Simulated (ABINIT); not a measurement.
## BeTe: single point with LDA

The system is BeTe.

```
Te Be
1.0
     0.00000    2.77000    2.77000
     2.77000    0.00000    2.77000
     2.77000    2.77000    0.00000
Te Be
1 1
Cartesian
  4.1550 4.1550 4.1550
  0.0000 0.0000 0.0000
```

```
Program             : ABINIT 10.8.3 (patched build)
Task                : single point
Functional          : LDA
Potentials or basis : JTH PAW LDA v2.0
Cutoff              : 408 eV
k mesh              : 10 × 10 × 10
Occupations         : fermi-dirac, width 0.05 eV
Spin                : no spin polarisation
```

```yaml
Band_gap_on_the_k_mesh: 1.76 eV, indirect (least direct gap 3.63 eV)
Valence_electrons_inside_the_program's_atomic_spheres: Te 3.26; Be 2.55
```

Levels at points of the mesh, in eV from the valence-band top:
| k point | band 2 | band 3 | band 4 | band 5 | band 6 | band 7 | band 8 | band 9 |
| --- | --- | --- | --- | --- | --- | --- | --- | --- |
| (0.00, 0.00, 0.00) | -12.67 | 0.00 | 0.00 | 0.00 | 3.63 | 3.63 | 3.63 | 4.09 |
| (0.50, 0.00, 0.00) | -11.23 | -5.83 | -1.19 | -1.19 | 3.22 | 4.61 | 4.61 | 8.01 |
| (0.50, 0.50, 0.00) | -10.70 | -5.33 | -2.80 | -2.80 | 1.76 | 2.60 | 10.16 | 10.16 |

It took 15 s on 1 thread of Arm Neoverse N1, with other jobs on the host, peak memory 0.11 GiB.

Caveat: spin-orbit coupling is left out, which moves the levels of the heavy elements. A k mesh can miss the band edges.
